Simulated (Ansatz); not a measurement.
A sublattice moved along a line in CaO

These are results of DFT r2SCAN, scalar-relativistic, plane waves, PAW in Ansatz, not measurements. The runs took a 500 eV cutoff, a Γ-centred 8×8×8 mesh and Gaussian smearing (0.05 eV). No spin polarisation. Energies are free energies at this smearing, counted from the undisturbed cell; pressure is positive in compression.

Reference structure (as given, not relaxed at this level; it stands at -6.5 GPa):

```yaml
crystal:
  lattice:
    - [0.00000, 2.44900, 2.44900]
    - [2.44900, 0.00000, 2.44900]
    - [2.44900, 2.44900, 0.00000]
  atoms:
    - { symbol: Ca, position: [0.00000, 0.00000, 0.00000] }
    - { symbol: O, position: [0.50000, 0.50000, 0.50000] }
```

Every Ca atom is moved by x along the Cartesian unit vector (1.000, 0.000, 0.000); the cell and all other atoms stay fixed.

| x (Å) | ΔE (meV/cell) |
| --- | --- |
| -0.5000 | 579.7 |
| -0.2500 | 90.9 |
| 0.0000 | 0.0 |
| 0.0625 | 4.7 |
| 0.1250 | 19.5 |
| 0.1875 | 46.9 |
| 0.3125 | 157.3 |
| 0.3750 | 253.8 |
| 0.4375 | 390.4 |

(1) Predict the force along x on the moved atoms (eV/Å) at each point.

## Answers

(1)
```csv
x (Å),force along x on the moved atoms (eV/Å)
-0.5000,3.53
-0.2500,0.87
0.0000,0.00
0.0625,-0.15
0.1250,-0.33
0.1875,-0.56
0.3125,-1.28
0.3750,-1.83
0.4375,-2.57
```